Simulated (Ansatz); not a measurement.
# Fixed-spin-moment curve of Mn

The cell (1 atom) is Mn as an experimental structure (space group Fm-3m). Source: COD entry 1534895; it may be a high-temperature, high-pressure or metastable form.

```xyz
1
Lattice="0.0000 1.7450 1.7450 1.7450 0.0000 1.7450 1.7450 1.7450 0.0000" Properties=species:S:1:pos:R:3 pbc="T T T"
Mn    0.0000    0.0000    0.0000
```

Numbers behind element symbols give the atom's place in this list.

These are results of Ansatz development build ahead of 0.2.0, DFT, PBE, PAW, plane waves, scalar-relativistic, not measurements.

| Setting | Value |
| --- | --- |
| Plane-wave cutoff | 420 eV |
| k-point mesh | 13×13×13 (Γ-centred) |
| Occupations | Fermi–Dirac smearing, 0.05 eV |
| Valence electrons | 15 |

Site moments are integrals over atomic spheres and don't add up to the total.

The total moment of the cell is held fixed (separate Fermi levels for the two spins), shared at the start among the Mn atoms with one sign; no search for lower states follows. Energies are free energies per cell above the lowest run, the runs with a free moment included. A row is the solution that its start led to, not a proven minimum at that M. The run at M = 0 starts without moments and gives the spin-unpolarised solution. The cell holds one magnetic atom, so only parallel order fits; orders in a larger cell may lie lower.

The run at M = 1.35 μB took 0.88 s on 2 threads of Arm Neoverse V2 (shared host), peak memory 0.25 GiB.

```json
{"fixed M (μB/cell)": "0.00", "F − F(lowest) (meV/cell)": "0", "moments of Mn1 (μB)": "0.00"}
{"fixed M (μB/cell)": "0.34", "F − F(lowest) (meV/cell)": "6", "moments of Mn1 (μB)": "0.33"}
{"fixed M (μB/cell)": "0.67", "F − F(lowest) (meV/cell)": "30", "moments of Mn1 (μB)": "0.64"}
{"fixed M (μB/cell)": "1.01", "F − F(lowest) (meV/cell)": "?", "moments of Mn1 (μB)": "?"}
{"fixed M (μB/cell)": "1.35", "F − F(lowest) (meV/cell)": "168", "moments of Mn1 (μB)": "1.29"}
{"fixed M (μB/cell)": "1.69", "F − F(lowest) (meV/cell)": "262", "moments of Mn1 (μB)": "1.62"}
{"fixed M (μB/cell)": "2.02", "F − F(lowest) (meV/cell)": "?", "moments of Mn1 (μB)": "?"}
{"fixed M (μB/cell)": "2.36", "F − F(lowest) (meV/cell)": "543", "moments of Mn1 (μB)": "2.24"}
{"fixed M (μB/cell)": "2.70", "F − F(lowest) (meV/cell)": "731", "moments of Mn1 (μB)": "2.55"}
```

(1) Fill in the row for M = 1.01 μB.

(2) Fill in the row for M = 2.02 μB.

Answers

(1) 86 meV; moments Mn1 0.97 μB.

(2) 384 meV; moments Mn1 1.93 μB.

With the constraint released: “usual moment, free total moment [Mn1 4.50 μB]” ends at 0.00 μB, 0 meV; “usual moment scaled by 0.1, free total moment [Mn1 0.45 μB]” ends at 0.00 μB, 0 meV.
